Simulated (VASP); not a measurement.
# CdO (Monteponite) (Fm-3m) in VASP: further runs

One crystal, CdO (Monteponite), is run at these levels: SCAN; tasks: band structure.

All numbers are computed with VASP 6.6.1; they aren't measurements. Logs are shortened: lines on timing, memory, paths and dates and some standing lists are left out, and cuts for length are marked.

**1. The crystal as given**

The structure is cubic, space group Fm-3m (No. 225). The conventional cell has a = 4.699 Å, b = 4.699 Å, c = 4.699 Å, α = 90.00°, β = 90.00°, γ = 90.00°. Cd (site symmetry m-3m) has 6 O at 2.35 Å as nearest neighbours. Around O (site symmetry m-3m) lie 6 Cd at 2.35 Å.

**2. Band structure, SCAN**

The input, INCAR:

```
PREC     = Accurate       # precision mode
ENCUT    = 520            # plane-wave cutoff, eV
EDIFF    = 1E-6           # SCF threshold, eV
ISMEAR   = -1             # smearing method
SIGMA    = 0.05           # smearing width, eV
LREAL    = False          # projectors in reciprocal space
LASPH    = True           # aspherical terms in the spheres
NELM     = 100            # most SCF steps
ALGO     = Normal         # electronic algorithm
ISIF     = 2              # what is computed and relaxed
LWAVE    = False          # write WAVECAR
LCHARG   = False          # write CHGCAR
METAGGA  = SCAN           # meta-GGA
LMIXTAU  = True         
NBANDS   = 16             # bands
```

The input, KPOINTS:

```
regular mesh
0
Gamma
  10 10 10
```

The input, POSCAR:

```
CdO
1.0
    0.0000000000      2.3495000000      2.3495000000
    2.3495000000      0.0000000000      2.3495000000
    2.3495000000      2.3495000000      0.0000000000
Cd O
1 1
Direct
    0.0000000000      0.0000000000      0.0000000000
    0.5000000000      0.5000000000      0.5000000000
```

The input, KPOINTS_OPT:

```
path GXWKGLUWLK,UX
10
line-mode
reciprocal
 0.0000000000  0.0000000000  0.0000000000  G
 0.5000000000  0.0000000000  0.5000000000  X

 0.5000000000  0.0000000000  0.5000000000  X
 0.5000000000  0.2500000000  0.7500000000  W

 0.5000000000  0.2500000000  0.7500000000  W
 0.3750000000  0.3750000000  0.7500000000  K

 0.3750000000  0.3750000000  0.7500000000  K
 0.0000000000  0.0000000000  0.0000000000  G

 0.0000000000  0.0000000000  0.0000000000  G
 0.5000000000  0.5000000000  0.5000000000  L

 0.5000000000  0.5000000000  0.5000000000  L
 0.6250000000  0.2500000000  0.6250000000  U

 0.6250000000  0.2500000000  0.6250000000  U
 0.5000000000  0.2500000000  0.7500000000  W

 0.5000000000  0.2500000000  0.7500000000  W
 0.5000000000  0.5000000000  0.5000000000  L

 0.5000000000  0.5000000000  0.5000000000  L
 0.3750000000  0.3750000000  0.7500000000  K

 0.6250000000  0.2500000000  0.6250000000  U
 0.5000000000  0.0000000000  0.5000000000  X
```

Potentials or basis: VASP PAW PBE potentials, release 64 (Cd, O).

Run with:

```
$ cat potpaw_PBE.64/Cd/POTCAR potpaw_PBE.64/O/POTCAR > POTCAR
$ mpirun -np 1 vasp_std > vasp.out
```

OUTCAR:

```text
PREC = Accurate
   ENCUT = 520
   EDIFF = 1E-6
   ISMEAR = -1
   LREAL = False
   LASPH = True
   NELM = 100
   ISIF = 2
   METAGGA = SCAN

 ion  position               nearest neighbor table
   1  0.000  0.000  0.000-   2 2.35   2 2.35   2 2.35   2 2.35   2 2.35   2 2.35
   2  0.500  0.500  0.500-   1 2.35   1 2.35   1 2.35   1 2.35   1 2.35   1 2.35

  LATTYP: Found a face centered cubic cell.
 ALAT       =     4.6990000000

  Lattice vectors:

 A1 = (   0.0000000000,   2.3495000000,   2.3495000000)
 A2 = (   2.3495000000,   0.0000000000,   2.3495000000)
 A3 = (   2.3495000000,   2.3495000000,   0.0000000000)

Analysis of symmetry for initial positions (statically):
=====================================================================
 Subroutine PRICEL returns:
 Original cell was already a primitive cell.

 Routine SETGRP: Setting up the symmetry group for a
 face centered cubic supercell.

 Subroutine GETGRP returns: Found 48 space group operations
 (whereof 48 operations were pure point group operations)
 out of a pool of 48 trial point group operations.

The static configuration has the point symmetry O_h .

Analysis of symmetry for dynamics (positions and initial velocities):
=====================================================================
 Subroutine PRICEL returns:
 Original cell was already a primitive cell.

 Routine SETGRP: Setting up the symmetry group for a
 face centered cubic supercell.

 Subroutine GETGRP returns: Found 48 space group operations
 (whereof 48 operations were pure point group operations)
 out of a pool of 48 trial point group operations.

The dynamic configuration has the point symmetry O_h .

 Subroutine INISYM returns: Found 48 space group operations
 (whereof 48 operations are pure point group operations),
 and found     1 'primitive' translations

----------------------------------------------------------------------------------------

                                     Primitive cell

  volume of cell :      25.9392

  direct lattice vectors                    reciprocal lattice vectors
     0.000000000  2.349500000  2.349500000    -0.212811236  0.212811236  0.212811236
     2.349500000  0.000000000  2.349500000     0.212811236 -0.212811236  0.212811236
     2.349500000  2.349500000  0.000000000     0.212811236  0.212811236 -0.212811236

  length of vectors
     3.322694765  3.322694765  3.322694765     0.368599874  0.368599874  0.368599874

[... 80 lines left out ...]
   EDIFF  = 0.1E-05   stopping-criterion for ELM
   LREAL  =      F    real-space projection
   EDIFFG = 0.1E-04   stopping-criterion for IOM
   NSW    =      0    number of steps for IOM
   IBRION =     -1    ionic relax: 0-MD 1-quasi-New 2-CG
   NFREE  =      0    steps in history (QN), initial steepest desc. (CG)
   ISIF   =      2    stress and relaxation
   ISYM   =      2    0-nonsym 1-usesym 2-fastsym
   POTIM  = 0.5000    time-step for ionic-motion
   TEBEG  =    0.0;   TEEND  =   0.0 temperature during run
   PSTRESS=    0.0 pullay stress
   NELECT =      18.0000    total number of electrons
   NUPDOWN=      -1.0000    fix difference up-down
   EMIN   =  10.00;   EMAX   =-10.00  energy-range for DOS
   EFERMI =   0.00;   METHOD = LEGACY
   ISMEAR =    -1;   SIGMA  =   0.05  broadening in eV -4-tet -1-fermi 0-gaus
   EFERMI_NEDOS =   21; number of points for ismear=-14 and -15
   IALGO  =     38    algorithm
   IMIX   =      4    mixing-type and parameters
     AMIX     =   0.40;   BMIX     =  1.00
     AMIX_MAG =   1.60;   BMIX_MAG =  1.00
  volume/ion in A,a.u.               =      12.97        87.52
  Fermi-wavevector in a.u.,A,eV,Ry     =   1.449373  2.738918 28.581522  2.100683
  Thomas-Fermi vector in A             =   2.567107
   LORBIT       =      0    0 simple, 1 ext, 2 COOP (PROOUT), +10 PAW based schemes
   METAGGA = SCAN    functional components
   LHFCALC =     F    Hartree Fock is set to
   AEXX    =    0.0000 exact exchange contribution
   IVDW    =     0    specifies the selected vdW correction
   LEPSILON=     F    determine dielectric tensor
   LRPA    =     F    only Hartree local field effects (RPA)
 non-spin polarized calculation
  energy-cutoff  :      520.00
  volume of cell :       25.94
 maximum number of plane-waves:       725
 NGX is ok and might be reduce to    28
   NGX = 13   NGY = 13   NGZ = 13

 number of electron      18.0000002 magnetization

 Free energy of the ion-electron system (eV)
  ---------------------------------------------------
  ext. energy  EPLUGINS =         0.00000000
  ---------------------------------------------------
  free energy    TOTEN  =       -39.07138137 eV

  energy without entropy =      -39.07084560  energy(sigma->0) =      -39.07111349

 E-fermi :   1.8522     XC(G=0): -12.3520

 val. band max:        1.6866139307   @ k =   0.5000   0.0000   0.0000
 cond. band min:       2.6282846576   @ k =   0.1000   0.0000   0.0000
 fundamental gap:      0.9416707269
 Fermi energy:         1.8522341118

 k-point     1 :       0.0000    0.0000    0.0000
  band No.  band energies     occupation
      1     -16.6996      2.00000
      2      -5.1666      2.00000
      3      -5.1666      2.00000
      4      -5.1664      2.00000
      5      -4.8645      2.00000
      6      -4.8645      2.00000
[... 433 lines left out ...]
      3      -5.2549      2.00000
      4      -4.8867      2.00000
      5      -4.7125      2.00000
      6      -4.5835      2.00000
[... 8 lines left out ...]
     15      26.5011      0.00000
     16      27.0373      0.00000

 [... further k-points ...]

------------------------ aborting loop because EDIFF is reached ----------------------------------------

  FORCE on cell =-STRESS in cart. coord.  units (eV):
  Direction    XX          YY          ZZ          XY          YZ          ZX
  --------------------------------------------------------------------------------------
  -------------------------------------------------------------------------------------
  Total        0.2615720      0.2615720      0.2615720      0.0000000      0.0000000      0.0000000
  in kB       16.1564310     16.1564310     16.1564310      0.0000000      0.0000000      0.0000000
  external PRESSURE =      16.1564310 kB  Pullay stress =       0.0000000 kB

 VOLUME and BASIS-vectors are now :
 -----------------------------------------------------------------------------
  energy-cutoff  :      520.00
  volume of cell :       25.94
      direct lattice vectors                 reciprocal lattice vectors
     0.000000000  2.349500000  2.349500000    -0.212811236  0.212811236  0.212811236
     2.349500000  0.000000000  2.349500000     0.212811236 -0.212811236  0.212811236
     2.349500000  2.349500000  0.000000000     0.212811236  0.212811236 -0.212811236

 POSITION                                       TOTAL-FORCE (eV/Angst)
 -----------------------------------------------------------------------------------
      0.00000      0.00000      0.00000        -0.000000     -0.000000      0.000000
      2.34950      2.34950      2.34950         0.000000      0.000000     -0.000000
 -----------------------------------------------------------------------------------
    total drift:                                0.000000      0.000000      0.000000

  FREE ENERGIE OF THE ION-ELECTRON SYSTEM (eV)
  ---------------------------------------------------
  free  energy   TOTEN  =       -39.0713813715 eV

  energy  without entropy=      -39.0708455998  energy(sigma->0) =      -39.07111349
```

OSZICAR:

```text
N       E                     dE             d eps       ncg     rms          rms(c)
DAV:   1     0.815965103058E+02    0.81597E+02   -0.10429E+04  1552   0.118E+03
DAV:   2    -0.428815192892E+02   -0.12448E+03   -0.11455E+03  1728   0.294E+02
DAV:   3    -0.462493957882E+02   -0.33679E+01   -0.33624E+01  1824   0.538E+01
[... 27 lines left out ...]
DAV:   5    -0.402108071135E+04   -0.76874E-03     1920
DAV:   6    -0.402108071428E+04   -0.29359E-05     1608
DAV:   7    -0.402108071444E+04   -0.15945E-06     1528
       N       E                     dE             ncg
DAV:   1     0.309973953341E+05   -0.45002E+04      200
DAV:   2     0.302758034166E+05   -0.72159E+03      224
DAV:   3     0.302560686898E+05   -0.19735E+02      256
DAV:   4     0.302560336335E+05   -0.35056E-01      248
DAV:   5     0.302560335418E+05   -0.91692E-04      232
DAV:   6     0.302560335414E+05   -0.36630E-06      224
```

stdout:

```text
POSCAR found type information on POSCAR CdO
 POSCAR found :  2 types and       2 ions
 scaLAPACK will be used
 -----------------------------------------------------------------------------
|                                                                             |
|                                                                             |
|     You enforced a specific xc type in the INCAR file but a different       |
|     I HOPE YOU KNOW WHAT YOU ARE DOING!                                     |
|                                                                             |
 -----------------------------------------------------------------------------

 LDA part: xc-table for (None), standard interpolation
 POSCAR, INCAR and KPOINTS ok, starting setup
 FFT: planning ... GRIDC
 FFT: planning ... GRID_SOFT
 FFT: planning ... GRID
 WAVECAR not read
 entering main loop
 Start KPOINTS_OPT (optional k-point list driver)
k-point batch [1-47\100]
k-point batch [48-94\100]
k-point batch [95-100\100]
```

It took 84 s on 1 thread of Intel Xeon 6975P-C (Granite Rapids), shared host; peak memory 0.19 GiB.

Results:

* Free energy: -39.0714 eV
* Pressure: 1.6 GPa
* Band gap along the path: none (metal or under the smearing width)

Levels at the corners of the path, in eV from the Fermi level:
| point | band 7 | band 8 | band 9 | band 10 | band 11 | band 12 |
| --- | --- | --- | --- | --- | --- | --- |
| Γ | -1.53 | -1.53 | -1.53 | -0.18 | 15.57 | 17.61 |
| X | -4.51 | -2.51 | -2.51 | 4.29 | 9.10 | 11.65 |
| X | -4.51 | -2.51 | -2.51 | 4.29 | 9.10 | 11.65 |
| W | -3.19 | -3.19 | -2.01 | 6.42 | 9.47 | 9.47 |
| W | -3.19 | -3.19 | -2.01 | 6.42 | 9.47 | 9.47 |
| K | -3.60 | -3.05 | -1.44 | 5.85 | 9.11 | 9.19 |
| K | -3.60 | -3.05 | -1.44 | 5.85 | 9.11 | 9.19 |
| Γ | -1.53 | -1.53 | -1.53 | -0.18 | 15.57 | 17.61 |
| Γ | -1.53 | -1.53 | -1.53 | -0.18 | 15.57 | 17.61 |
| L | -4.01 | -0.17 | -0.17 | 4.84 | 7.79 | 12.54 |
| L | -4.01 | -0.17 | -0.17 | 4.84 | 7.79 | 12.54 |
| U | -3.60 | -3.05 | -1.44 | 5.85 | 9.11 | 9.19 |
| U | -3.60 | -3.05 | -1.44 | 5.85 | 9.11 | 9.19 |
| W | -3.19 | -3.19 | -2.01 | 6.42 | 9.47 | 9.47 |
| W | -3.19 | -3.19 | -2.01 | 6.42 | 9.47 | 9.47 |
| L | -4.01 | -0.17 | -0.17 | 4.84 | 7.79 | 12.54 |
| L | -4.01 | -0.17 | -0.17 | 4.84 | 7.79 | 12.54 |
| K | -3.60 | -3.05 | -1.44 | 5.85 | 9.11 | 9.19 |
| U | -3.60 | -3.05 | -1.44 | 5.85 | 9.11 | 9.19 |
| X | -4.51 | -2.51 | -2.51 | 4.29 | 9.10 | 11.65 |

Caveat: the PAW data sets were made with another functional, which shifts forces and pressure a little; this crystal is a semiconductor, whose small gap the functional closes, so the metal is an error of the method.

**3. Band structure, SCAN, spin-orbit coupling, no magnetisation**

The input, INCAR:

```
SYSTEM = CdO
ALGO = Normal
EDIFF = 1E-6
ENCUT = 520
GGA_COMPAT = .FALSE.
ISIF = 2
ISMEAR = -1
LASPH = .TRUE.
LCHARG = .FALSE.
LMIXTAU = .TRUE.
LORBIT = 11
LREAL = .FALSE.
LSORBIT = .TRUE.
LWAVE = .FALSE.
MAGMOM = 0 0 0 0 0 0
METAGGA = SCAN
NELM = 60
PREC = Accurate
SIGMA = 0.05
```

The input, KPOINTS:

```
k-points
0
G
  7 7 7
  0 0 0
```

POSCAR is that of step 2.

KPOINTS_OPT is that of step 2.

Potentials or basis: VASP PAW PBE potentials, release 64 (Cd, O).

Run with:

```
$ cat potpaw_PBE.64/Cd/POTCAR potpaw_PBE.64/O/POTCAR > POTCAR
$ mpirun -np 1 vasp_ncl > vasp.out
```

It took 5.5 min on 1 thread of Intel Xeon 6975P-C (Granite Rapids), shared host; peak memory 0.29 GiB.

Results (log left out):

```
Free energy                                           : -39.0951 eV
Pressure                                              : 1.6 GPa
Valence electrons inside the program's atomic spheres : Cd 10.25; O 4.97
```

Caveat: the PAW data sets were made with another functional, which shifts forces and pressure a little.
